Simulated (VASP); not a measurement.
# Cd: single point with r2SCAN+D4

Cd:

```
CELL_PARAMETERS angstrom
1.60148 0.92462 2.41329
-1.60148 0.92462 2.41329
0.00000 -1.84924 2.41329
ATOMIC_POSITIONS crystal
Cd 0.00000 0.00000 0.00000
```

This isn't the form of Cd at room conditions, which is hcp.

```
Program                : VASP 6.6.1
Task                   : single point
Functional             : r2SCAN
Dispersion             : D4
Potentials or basis    : VASP PAW PBE potentials, release 64 (Cd)
Cutoff                 : 520 eV
k mesh                 : 10 × 10 × 10
Occupations            : methfessel-paxton, width 0.001 eV
Spin                   : collinear spin, typed start
Starting moments       : [0.01] μB
Dipole correction      : no
Further INCAR settings : ALGO = Normal; EDIFF = 1e-06; NBANDS = 16
```

| Item | Value |
| --- | --- |
| Pressure | 0.3 GPa |
| Band gap on the k mesh | none (metal or under the smearing width) |
| Net moment | 0.00 μB per cell |
| Valence electrons inside the program's atomic spheres | Cd 10.33 |
| Dispersion energy per atom | -0.142 eV |

Levels at points of the mesh, in eV from the Fermi level:
Spin up:
| k point | band 4 | band 5 | band 6 | band 7 | band 8 | band 9 |
| --- | --- | --- | --- | --- | --- | --- |
| (0.00, 0.00, 0.00) | -9.34 | -9.25 | -9.25 | 13.93 | 14.84 | 14.84 |
| (0.50, 0.00, 0.00) | -8.99 | -8.82 | -2.73 | -1.75 | 13.22 | 13.24 |
| (0.50, 0.50, 0.00) | -8.78 | -8.72 | -1.04 | 1.55 | 6.21 | 8.13 |
| (0.50, 0.50, 0.50) | -8.80 | -8.80 | -2.16 | -0.29 | 12.01 | 12.01 |
Spin down:
| k point | band 3 | band 4 | band 5 | band 6 | band 7 | band 8 | band 9 | band 10 |
| --- | --- | --- | --- | --- | --- | --- | --- | --- |
| (0.00, 0.00, 0.00) | -9.62 | -9.34 | -9.25 | -9.25 | 13.94 | 14.85 | 14.85 | 18.33 |
| (0.50, 0.00, 0.00) | -9.57 | -8.99 | -8.82 | -2.73 | -1.75 | 13.23 | 13.25 | 15.01 |
| (0.50, 0.50, 0.00) | -8.95 | -8.78 | -8.72 | -1.03 | 1.55 | 6.22 | 8.13 | 10.66 |
| (0.50, 0.50, 0.50) | -9.79 | -8.80 | -8.80 | -2.15 | -0.28 | 12.01 | 12.01 | 12.91 |

Wall time 2.6 min on 1 thread of Intel(R) Xeon(R) Platinum 8488C (Sapphire Rapids), with other jobs on the host, peak memory 0.19 GiB.

Caveat: the PAW data sets were made with another functional, which shifts forces and pressure a little; pairwise dispersion overbinds metals, which lowers pressure and volume.
